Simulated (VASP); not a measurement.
System: AlRu (CsCl type, first atom moved by 0.06 Å along [111]), 2 atoms in the cell.

```
Ru Al
1.0
     3.00000    0.00000    0.00000
     0.00000    3.00000    0.00000
     0.00000    0.00000    3.00000
Ru Al
1 1
Direct
  0.01155 0.01155 0.01155
  0.50000 0.50000 0.50000
```

Code and potentials: VASP, Ru_pv/Al, 312 eV. Settings: k-mesh 4×4×4 Γ-centred; Fermi–Dirac smearing of 0.1 eV; no spin polarisation. For HSE06: HFSCREEN = 0.208; HFRCUT = 0; PRECFOCK = Normal.

One run gave:

```yaml
Pressure: -1.75 GPa
```

| atom | Fx (eV/Å) | Fy (eV/Å) | Fz (eV/Å) |
| --- | --- | --- | --- |
| Ru1 | -0.261 | -0.261 | -0.261 |
| Al2 | 0.261 | 0.261 | 0.261 |

Question: Which level of theory was it?
A. HSE06
B. PBE

Answer: B. All runs:

```json
{"level": "PBE", "pressure (GPa)": "-1.75", "rms force (eV/Å)": "0.452"}
{"level": "HSE06", "pressure (GPa)": "-9.13", "rms force (eV/Å)": "0.424"}
```

VASP prints the stress at a fixed plane-wave basis, so it holds the Pulay stress of this cutoff.

The k-mesh is coarse, so these values belong to this mesh and can lie far from the converged ones. Potentials made with PBE were used with another functional (at least in: VASP, Ru_pv/Al, 312 eV (HSE06)).
